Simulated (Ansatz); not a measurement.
# ScAl3: the cost of one run

Computed with Ansatz 0.2.0 (DFT r2SCAN, scalar-relativistic, plane waves, PAW, unless a step's input says otherwise).

1 further run of the same task is left out (set aside as unsound or not needed). Runs told in other sessions of the task aren't counted.

## 1. The starting structure

Symmetry: Pm-3m, No. 221, cubic system. Conventional cell: a = 4.086 Å, b = 4.086 Å, c = 4.086 Å, α = 90.00°, β = 90.00°, γ = 90.00°. Sc (site symmetry m-3m) has 12 Al at 2.89 Å in its first shell of neighbours. Al (site symmetry 4/mmm) has 4 Sc at 2.89 Å and 8 Al at 2.89 Å in its first shell of neighbours.

As a file:

```cif
data_structure
_symmetry_space_group_name_H-M 'Pm-3m'
_symmetry_Int_Tables_number 221
_cell_length_a 4.0855
_cell_length_b 4.0855
_cell_length_c 4.0855
_cell_angle_alpha 90.000
_cell_angle_beta 90.000
_cell_angle_gamma 90.000
_cell_volume 68.19
loop_
_atom_site_label
_atom_site_type_symbol
_atom_site_symmetry_multiplicity
_atom_site_Wyckoff_symbol
_atom_site_fract_x
_atom_site_fract_y
_atom_site_fract_z
_atom_site_occupancy
Sc1 Sc 1 a 0.00000 0.00000 0.00000 1
Al1 Al 3 c 0.50000 0.00000 0.50000 1
```

It goes back to an entry of the Materials Project.

This cell was relaxed beforehand with the same method: volume 17.05 Å³/atom, gap on the mesh none (metal).

## 2. Zero of the scan

The input, input.yaml:

```yaml
crystal:
  lattice:
    - [4.0855365686, 0.0, 0.0]
    - [0.0, 4.0855365686, 0.0]
    - [0.0, 0.0, 4.0855365686]
  atoms:
    - { symbol: Sc, position: [0.0, 0.0, 0.0] }
    - { symbol: Al, position: [0.5, 0.0, 0.5] }
    - { symbol: Al, position: [0.0, 0.5, 0.5] }
    - { symbol: Al, position: [0.5, 0.5, 0.0] }
basis:
  ecutwfc: 500
kpoints:
  mp_grid: { grid: [12, 12, 12] }
hamiltonian:
  xc: r2scan
scf:
  occupations: { method: gaussian, width: 0.15 }
output:
  forces: true
  stress: true
  eigenvalues: true
  write_density: true
  write_potential: true
  elf: true
  volumetric_format: npy
```

Started as:

```console
> ansatz run input.yaml --threads 1 --pin off --max-ram 2560MiB --backend cpu --events-out ev --progress --plain --runs-dir out
```

**Question.** How long does this run take on 1 thread of Intel Xeon at 2.50GHz (Skylake/Cascade Lake), shared host, and how much memory does it need?

About 28 s, with a peak of 0.52 GiB.
